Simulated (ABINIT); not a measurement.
A run of ABINIT 10.8.3 (patched build) is set up as follows.

File run.abi:

```
# Pseudopotentials
pp_dirpath "./"
pseudos "Zr.upf, B.upf"

# Structure
acell 5.9904318151 5.9904318151 6.6764023983
rprim
     1.0000000000     0.0000000000     0.0000000000
    -0.5000000000     0.8660254038     0.0000000000
     0.0000000000     0.0000000000     1.0000000000
ntypat 2
znucl 40 5
natom 3
typat 1 2 2
xcart
     0.0000000000     0.0000000000     0.0000000000
     1.5850000002     0.9151001766     1.7665000000
    -0.0000000002     1.8302003534     1.7665000000 Angstrom

# Plane-wave basis
ecut 34.0

# k points
kptopt 1
ngkpt 8 8 6
nshiftk 1
shiftk 0.0 0.0 0.0

# Exchange and correlation
ixc -116133

# Bands and occupations
nband 13
occopt 3
tsmear 0.05 eV

# SCF cycle
nstep 100
tolvrs 1.0e-10

# Output
iomode 3
prtwf 0
prtden 0
prteig 0
prtebands 0
enunit 1
```

Potentials or basis: PseudoDojo NC SR PBEsol v0.4.1 standard.

The run is started by

```sh
$ mpirun --bind-to none -np 4 abinit run.abi > log 2>&1
```

(1) Predict the pressure.

(2) Estimate the band gap on the k mesh.

Results:

(1) -3.9 GPa.

(2) none (metal or under the smearing width).
